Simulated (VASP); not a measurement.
# BN (Qingsongite) (F-43m) in VASP: a series of runs

One crystal, BN (Qingsongite), is run at these levels: PBEsol; tasks: phonons, dielectric tensor.

Everything below comes from runs of VASP 6.6.1. Logs are shortened: lines on timing, memory, paths and dates and some standing lists are left out, and cuts for length are marked.

### 1 The crystal as given

It takes space group F-43m (No. 216, cubic). Conventional cell: a = 3.607 Å, b = 3.607 Å, c = 3.607 Å, α = 90.00°, β = 90.00°, γ = 90.00°. Around B (site symmetry -43m) lie 4 N at 1.56 Å. Around N (site symmetry -43m) lie 4 B at 1.56 Å.

### 2 Phonons, PBEsol

Contents of POSCAR:

```
BN
1.0
    0.0000000000      1.8033209052      1.8033209052
    1.8033209052      0.0000000000      1.8033209052
    1.8033209052      1.8033209052      0.0000000000
  B               N
     1     1
Direct
     0.0000000000000000    0.0000000000000000    0.0000000000000000
     0.2500000000000000    0.2500000000000000    0.2500000000000000
```

Contents of INCAR.step1:

```
SYSTEM = BN
  PREC = Accurate
  ENCUT = 600
  EDIFF = 1E-8
  ISMEAR = 0
  SIGMA = 0.03
  LREAL = .False.
  LASPH = .True.
  NELM = 80
  ALGO = Normal
  ISIF = 3
  LWAVE = .False.
  LCHARG = .False.
  GGA = PS
  IBRION = 2
  NSW = 40
  EDIFFG = -0.002
```

Contents of INCAR.step2:

```
SYSTEM = BN
  PREC = Accurate
  ENCUT = 600
  EDIFF = 1E-8
  ISMEAR = 0
  SIGMA = 0.03
  LREAL = .False.
  LASPH = .True.
  NELM = 80
  ALGO = Normal
  ISIF = 2
  LWAVE = .False.
  LCHARG = .False.
  GGA = PS
  IBRION = 6
  NFREE = 2
  POTIM = 0.015
  NSW = 1
```

Contents of KPOINTS:

```
regular mesh
0
Gamma
  14 14 14
  0 0 0
```

Potentials or basis: VASP PAW PBE potentials, release 64 (B, N).

Launch:

```console
cat potpaw_PBE.64/B/POTCAR potpaw_PBE.64/N/POTCAR > POTCAR
cp INCAR.step1 INCAR
mpirun -np 1 vasp_std > vasp.out
cp CONTCAR POSCAR
cp INCAR.step2 INCAR
mpirun -np 1 vasp_std > vasp.out
```

OUTCAR:

```text
SYSTEM = BN
   PREC = Accurate
   ENCUT = 600
   EDIFF = 1E-8
   ISMEAR = 0
   LREAL = .False.
   LASPH = .True.
   NELM = 80
   ISIF = 2
   GGA = PS
   IBRION = 6
   NFREE = 2
   POTIM = 0.015
   NSW = 1

 ion  position               nearest neighbor table
   1  0.000  0.000  0.000-   2 1.56   2 1.56   2 1.56   2 1.56
   2  0.250  0.250  0.250-   1 1.56   1 1.56   1 1.56   1 1.56

  LATTYP: Found a face centered cubic cell.
 ALAT       =     3.6066418104

  Lattice vectors:

 A1 = (   0.0000000000,   1.8033209052,   1.8033209052)
 A2 = (   1.8033209052,   0.0000000000,   1.8033209052)
 A3 = (   1.8033209052,   1.8033209052,   0.0000000000)

Analysis of symmetry for initial positions (statically):
=====================================================================
 Subroutine PRICEL returns:
 Original cell was already a primitive cell.

 Routine SETGRP: Setting up the symmetry group for a
 face centered cubic supercell.

 Subroutine GETGRP returns: Found 24 space group operations
 (whereof 24 operations were pure point group operations)
 out of a pool of 48 trial point group operations.

The static configuration has the point symmetry T_d .

Analysis of symmetry for dynamics (positions and initial velocities):
=====================================================================
 Subroutine PRICEL returns:
 Original cell was already a primitive cell.

 Routine SETGRP: Setting up the symmetry group for a
 face centered cubic supercell.

 Subroutine GETGRP returns: Found 24 space group operations
 (whereof 24 operations were pure point group operations)
 out of a pool of 48 trial point group operations.

The dynamic configuration has the point symmetry T_d .

 Subroutine INISYM returns: Found 24 space group operations
 (whereof 24 operations are pure point group operations),
 and found     1 'primitive' translations

----------------------------------------------------------------------------------------

                                     Primitive cell

  volume of cell :      11.7287

  direct lattice vectors                    reciprocal lattice vectors
     0.000000000  1.803320905  1.803320905    -0.277266236  0.277266236  0.277266236
     1.803320905  0.000000000  1.803320905     0.277266236 -0.277266236  0.277266236
     1.803320905  1.803320905  0.000000000     0.277266236  0.277266236 -0.277266236

  length of vectors
     2.550280881  2.550280881  2.550280881     0.480239208  0.480239208  0.480239208

  position of ions in fractional coordinates (direct lattice)
     0.000000000  0.000000000  0.000000000
     0.250000000  0.250000000  0.250000000

  ion indices of the primitive-cell ions
   primitive index   ion index
                 1           1
                 2           2

----------------------------------------------------------------------------------------

 KPOINTS: regular mesh

Automatic generation of k-mesh.
 Grid dimensions read from file:
 generate k-points for:   14   14   14

 Generating k-lattice:

  Cartesian coordinates                     Fractional coordinates (reciprocal lattice)
    -0.019804731  0.019804731  0.019804731     0.071428571  0.000000000  0.000000000
     0.019804731 -0.019804731  0.019804731     0.000000000  0.071428571  0.000000000
     0.019804731  0.019804731 -0.019804731     0.000000000  0.000000000  0.071428571

  Length of vectors
     0.034302801  0.034302801  0.034302801

  Shift w.r.t. Gamma in fractional coordinates (k-lattice)
     0.000000000  0.000000000  0.000000000

 Subroutine IBZKPT returns following result:
 ===========================================

[... 55 lines left out ...]
   POTIM  = 0.0150    time-step for ionic-motion
   TEBEG  =    0.0;   TEEND  =   0.0 temperature during run
   PSTRESS=    0.0 pullay stress
   NELECT =       8.0000    total number of electrons
   NUPDOWN=      -1.0000    fix difference up-down
   EMIN   =  10.00;   EMAX   =-10.00  energy-range for DOS
   EFERMI =   0.00;   METHOD = LEGACY
   ISMEAR =     0;   SIGMA  =   0.03  broadening in eV -4-tet -1-fermi 0-gaus
   EFERMI_NEDOS =   21; number of points for ismear=-14 and -15
   IALGO  =     38    algorithm
   IMIX   =      4    mixing-type and parameters
     AMIX     =   0.40;   BMIX     =  1.00
     AMIX_MAG =   1.60;   BMIX_MAG =  1.00
  volume/ion in A,a.u.               =       5.86        39.57
  Fermi-wavevector in a.u.,A,eV,Ry     =   1.441081  2.723249 28.255427  2.076715
  Thomas-Fermi vector in A             =   2.559753
   LORBIT       =      0    0 simple, 1 ext, 2 COOP (PROOUT), +10 PAW based schemes
   GGA     = PS    functional components
   LHFCALC =     F    Hartree Fock is set to
   AEXX    =    0.0000 exact exchange contribution
   IVDW    =     0    specifies the selected vdW correction
   LEPSILON=     F    determine dielectric tensor
   LRPA    =     F    only Hartree local field effects (RPA)
 finite differences with symmetry
 non-spin polarized calculation
 Gauss-broadening in eV      SIGMA  =   0.03
  energy-cutoff  :      600.00
  volume of cell :       11.73
 maximum number of plane-waves:       399
   NGX = 11   NGY = 11   NGZ = 11

--------------------------------------- Ionic step        1  -------------------------------------------

 number of electron       7.9999999 magnetization

 Free energy of the ion-electron system (eV)
  ---------------------------------------------------
  ext. energy  EPLUGINS =         0.00000000
  ---------------------------------------------------
  free energy    TOTEN  =       -18.35076390 eV

  energy without entropy =      -18.35076390  energy(sigma->0) =      -18.35076390

------------------------ aborting loop because EDIFF is reached ----------------------------------------

  FORCE on cell =-STRESS in cart. coord.  units (eV):
  Direction    XX          YY          ZZ          XY          YZ          ZX
  --------------------------------------------------------------------------------------
  -------------------------------------------------------------------------------------
  Total        0.0010205      0.0010205      0.0010205     -0.0000000      0.0000000     -0.0000000
  in kB        0.1394105      0.1394105      0.1394105     -0.0000000      0.0000000     -0.0000000
  external PRESSURE =       0.1394105 kB  Pullay stress =       0.0000000 kB
[... 131 lines left out ...]
--------------------------------------- Ionic step        5  -------------------------------------------

 number of electron       7.9999999 magnetization

 Free energy of the ion-electron system (eV)
  ---------------------------------------------------
  ext. energy  EPLUGINS =         0.00000000
  ---------------------------------------------------
  free energy    TOTEN  =       -18.34798646 eV

  energy without entropy =      -18.34798646  energy(sigma->0) =      -18.34798646

 E-fermi :   7.7564     XC(G=0): -13.0502

 val. band max:        7.5814708705   @ k =   0.0000   0.0000   0.0000
 cond. band min:      11.7294192735   @ k =   0.5000   0.5000   0.0000
 fundamental gap:      4.1479484030
 Fermi energy:         7.7564107591

 k-point     1 :       0.0000    0.0000    0.0000
  band No.  band energies     occupation
      1     -12.8842      2.00000
      2       7.3104      2.00000
      3       7.4504      2.00000
      4       7.5815      2.00000
      5      16.1368      0.00000
      6      16.2386      0.00000
      7      16.3561      0.00000
      8      17.8298      0.00000
[... 243 lines left out ...]
 k-point    24 :       0.2857    0.1429    0.0000
  band No.  band energies     occupation
      1     -11.0990      2.00000
      2       2.3116      2.00000
      3       5.0489      2.00000
      4       5.6531      2.00000
      5      15.6160      0.00000
      6      19.0578      0.00000
      7      19.6570      0.00000
      8      20.3301      0.00000

 [... further k-points ...]

------------------------ aborting loop because EDIFF is reached ----------------------------------------

  FORCE on cell =-STRESS in cart. coord.  units (eV):
  Direction    XX          YY          ZZ          XY          YZ          ZX
  --------------------------------------------------------------------------------------
  -------------------------------------------------------------------------------------
  Total        0.0042413      0.0068966      0.0068966      0.0000000      0.0385407      0.0000000
  in kB        0.5793736      0.9420955      0.9420955      0.0000000      5.2647932      0.0000000
  external PRESSURE =       0.8211882 kB  Pullay stress =       0.0000000 kB
[... 17 lines left out ...]
  FREE ENERGIE OF THE ION-ELECTRON SYSTEM (eV)
  ---------------------------------------------------
  free  energy   TOTEN  =       -18.3479864632 eV

  energy  without entropy=      -18.3479864632  energy(sigma->0) =      -18.34798646

 INTERNAL STRAIN TENSORS FROM DISPLACED ATOMS
 ============================================

 INTERNAL STRAIN TENSOR FOR ION    1 for displacements in x,y,z  (eV/Angst):
          X           Y           Z          XY          YZ          ZX
  --------------------------------------------------------------------------------
  x    -0.00000     0.00000     0.00000     0.00000     2.58068     0.00000
  y     0.00000    -0.00000     0.00000     0.00000     0.00000     2.58068
  z     0.00000     0.00000    -0.00000     2.58068     0.00000     0.00000

 INTERNAL STRAIN TENSOR FOR ION    2 for displacements in x,y,z  (eV/Angst):
          X           Y           Z          XY          YZ          ZX
  --------------------------------------------------------------------------------
  x     0.00000     0.00000     0.00000     0.00000    -2.56920     0.00000
  y     0.00000     0.00000     0.00000     0.00000     0.00000    -2.56920
  z     0.00000     0.00000     0.00000    -2.56920     0.00000     0.00000

 Eigenvectors and eigenvalues of the dynamical matrix
 ----------------------------------------------------

   1 f  =   31.446821 THz   197.586207 2PiTHz 1048.953055 cm-1   130.053545 meV
             X         Y         Z           dx          dy          dz
      0.000000  0.000000  0.000000     0.751215    0.000000    0.000000
      0.901660  0.901660  0.901660    -0.660058    0.000000    0.000000
[... 21 lines left out ...]
   6 f/i=    0.001280 THz     0.008044 2PiTHz    0.042704 cm-1     0.005295 meV
             X         Y         Z           dx          dy          dz
      0.000000  0.000000  0.000000    -0.503197    0.193836    0.380653
      0.901660  0.901660  0.901660    -0.572691    0.220605    0.433223

 ELASTIC MODULI CONTR FROM IONIC RELAXATION (kBar)
 Direction    XX          YY          ZZ          XY          YZ          ZX
 --------------------------------------------------------------------------------
 XX          -0.0000      0.0000      0.0000      0.0000      0.0000     -0.0000
 YY           0.0000     -0.0000      0.0000      0.0000     -0.0000      0.0000
 ZZ           0.0000      0.0000     -0.0000      0.0000     -0.0000     -0.0000
 XY           0.0000      0.0000      0.0000    -36.6933     -0.0000      0.0000
 YZ           0.0000      0.0000     -0.0000     -0.0000    -36.6933      0.0000
 ZX          -0.0000      0.0000     -0.0000      0.0000      0.0000    -36.6933
 --------------------------------------------------------------------------------
```

Run time: 83 s. Hardware: 1 thread of Intel Xeon Platinum 8259CL at 2.50GHz (Skylake/Cascade Lake), shared host; peak memory 0.2 GiB.

Results:

```yaml
Highest_phonon_frequency_at_Γ_LO-TO_splitting_left_out: 1049 cm⁻¹
```

Phonon frequencies in cm⁻¹ (negative: imaginary):
| q point | frequencies |
| --- | --- |
| (0.000, 0.000, 0.000) | 0 0 0 1049 1049 1049 |

Caveat: the PAW data sets were made with another functional, which shifts forces and pressure a little.

### 3 Dielectric tensor, PBEsol

Contents of INCAR:

```
SYSTEM = BN
  PREC = Accurate
  ENCUT = 600
  EDIFF = 1E-8
  ISMEAR = 0
  SIGMA = 0.03
  LREAL = .False.
  LASPH = .True.
  NELM = 80
  ALGO = Normal
  ISIF = 2
  LWAVE = .False.
  LCHARG = .False.
  GGA = PS
  LEPSILON = .True.
```

Contents of KPOINTS:

```
regular mesh
0
Monkhorst
  22 22 22
  0 0 0
```

POSCAR: that of step 2 with these lines changed.

```diff
@@ -1,2 +1,2 @@
-BN
+BN                                      
 1.0
@@ -5,3 +5,3 @@
     1.8033209052      1.8033209052      0.0000000000
-  B               N
+  B               N             
      1     1
```

Potentials or basis: VASP PAW PBE potentials, release 64 (B, N).

Launch:

```console
cat potpaw_PBE.64/B/POTCAR potpaw_PBE.64/N/POTCAR > POTCAR
mpirun -np 1 vasp_std > vasp.out
```

OUTCAR:

```text
SYSTEM = BN
   PREC = Accurate
   ENCUT = 600
   EDIFF = 1E-8
   ISMEAR = 0
   LREAL = .False.
   LASPH = .True.
   NELM = 80
   ISIF = 2
   GGA = PS
   LEPSILON = .True.

 ion  position               nearest neighbor table
   1  0.000  0.000  0.000-   2 1.56   2 1.56   2 1.56   2 1.56
   2  0.250  0.250  0.250-   1 1.56   1 1.56   1 1.56   1 1.56

  LATTYP: Found a face centered cubic cell.
 ALAT       =     3.6066418104

  Lattice vectors:

 A1 = (   0.0000000000,   1.8033209052,   1.8033209052)
 A2 = (   1.8033209052,   0.0000000000,   1.8033209052)
[... 513 lines left out ...]
 -----------------------------------------------------------------------------
    -0.00029 -1.03011  0.00000
    -1.03011 -0.00029  0.00000
     0.00000  0.00000  0.00021

 MACROSCOPIC STATIC DIELECTRIC TENSOR (including local field effects in DFT)
 ------------------------------------------------------
           4.631096    -0.000000     0.000000
          -0.000000     4.631096     0.000000
           0.000000    -0.000000     4.631096
 ------------------------------------------------------

 PIEZOELECTRIC TENSOR (including local field effects)  for field in x, y, z        (e  Angst)
          XX          YY          ZZ          XY          YZ          ZX
  --------------------------------------------------------------------------------
  x    -0.00000    -0.00000    -0.00000    -0.00000    -0.75436    -0.00000
  y     0.00000    -0.00000     0.00000     0.00000     0.00000    -0.75436
  z    -0.00000    -0.00000     0.00000    -0.75436     0.00000    -0.00000

 PIEZOELECTRIC TENSOR (including local field effects)  for field in x, y, z        (C/m^2)
          XX          YY          ZZ          XY          YZ          ZX
  --------------------------------------------------------------------------------
  x    -0.00000    -0.00000    -0.00000    -0.00000    -1.03048    -0.00000
  y     0.00000    -0.00000     0.00000     0.00000     0.00000    -1.03048
  z    -0.00000    -0.00000     0.00000    -1.03048     0.00000    -0.00000

 BORN EFFECTIVE CHARGES (including local field effects) (in |e|, cummulative output)
 ---------------------------------------------------------------------------------
 ion    1
    1     1.89937     0.00000    -0.00000
    2    -0.00000     1.89937     0.00000
    3    -0.00000    -0.00000     1.89937
 ion    2
    1    -1.89937     0.00000     0.00000
    2     0.00000    -1.89937    -0.00000
    3     0.00000     0.00000    -1.89937
```

OSZICAR:

```text
N       E                     dE             d eps       ncg     rms          rms(c)
DAV:   1     0.130785075190E+02    0.13079E+02   -0.57140E+03 16688   0.112E+03
DAV:   2    -0.190497597662E+02   -0.32128E+02   -0.31215E+02 22376   0.205E+02
DAV:   3    -0.193069121899E+02   -0.25715E+00   -0.25715E+00 18776   0.214E+01
[... 14 lines left out ...]
RMM:   3    -0.120234212788E+00    0.15867E-02   -0.11512E-03144390   0.309E-01    0.350E-01
RMM:   4    -0.125339397964E+00   -0.51052E-02   -0.16339E-03144246   0.373E-01    0.417E-02
RMM:   5    -0.126013185928E+00   -0.67379E-03   -0.22592E-05147533   0.491E-02    0.362E-03
RMM:   6    -0.126031195007E+00   -0.18009E-04   -0.11119E-07153561   0.385E-03    0.197E-03
RMM:   7    -0.126041914488E+00   -0.10719E-04   -0.34289E-08151002   0.236E-03    0.165E-04
RMM:   8    -0.126043004585E+00   -0.10901E-05   -0.16432E-10134632   0.138E-04    0.333E-05
RMM:   9    -0.126042973078E+00    0.31507E-07   -0.15153E-11106217   0.642E-05    0.414E-06
```

It took 27 min on 1 thread of Intel Xeon Platinum 8259CL at 2.50GHz (Skylake/Cascade Lake), shared host; peak memory 1.5 GiB.

What came out:

| Item | Value |
| --- | --- |
| Electronic dielectric tensor (diagonal) | 4.63 |
| Born charges (mean of the diagonal) | B +1.90; N -1.90 e |

Levels at points of the mesh, in eV from the valence-band top:
| k point | band 1 | band 2 | band 3 | band 4 | band 5 | band 6 | band 7 | band 8 |
| --- | --- | --- | --- | --- | --- | --- | --- | --- |
| (0.02, 0.02, 0.02) | -20.31 | -0.06 | 0.00 | 0.00 | 8.83 | 8.83 | 8.83 | 10.44 |

Electronic dielectric tensor:
```
4.63 0.00 0.00
0.00 4.63 0.00
0.00 0.00 4.63
```

Born effective charge tensors (e):
atom 1, B
```
1.90 0.00 0.00
0.00 1.90 0.00
0.00 0.00 1.90
```
atom 2, N
```
-1.90  0.00  0.00
 0.00 -1.90  0.00
 0.00  0.00 -1.90
```

Caveat: the PAW data sets were made with another functional, which shifts forces and pressure a little.
